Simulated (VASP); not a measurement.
Crystal: GaN.

```
CELL_PARAMETERS angstrom
0.00000 2.24757 2.24757
2.24757 0.00000 2.24757
2.24757 2.24757 0.00000
ATOMIC_POSITIONS crystal
Ga 0.00000 0.00000 0.00000
N 0.25000 0.25000 0.25000
```

The cell was built by a generator and needn't be a form met in nature.

Base run:

```yaml
Program: VASP 6.6.1
Functional: PBE0
Potentials_or_basis: VASP PAW PBE potentials, release 64 (Ga_d, N)
Cutoff: 520 eV
k_mesh: 6 × 6 × 6
Occupations: gaussian, width 0.03 eV
Spin: no spin polarisation
```

Its results: band gap on the k mesh 3.74 eV, direct; pressure 0.2 GPa.

Q: The run is repeated on the same cell with these changes: functional from PBE0 to PBEsol. What comes out?

A: Band gap on the k mesh 1.73 eV, direct; pressure 0.1 GPa.

PBE0 gives the wider gap, since exact exchange removes part of the self-interaction.

Caveats: the PAW data sets were made with another functional, which shifts forces and pressure a little.
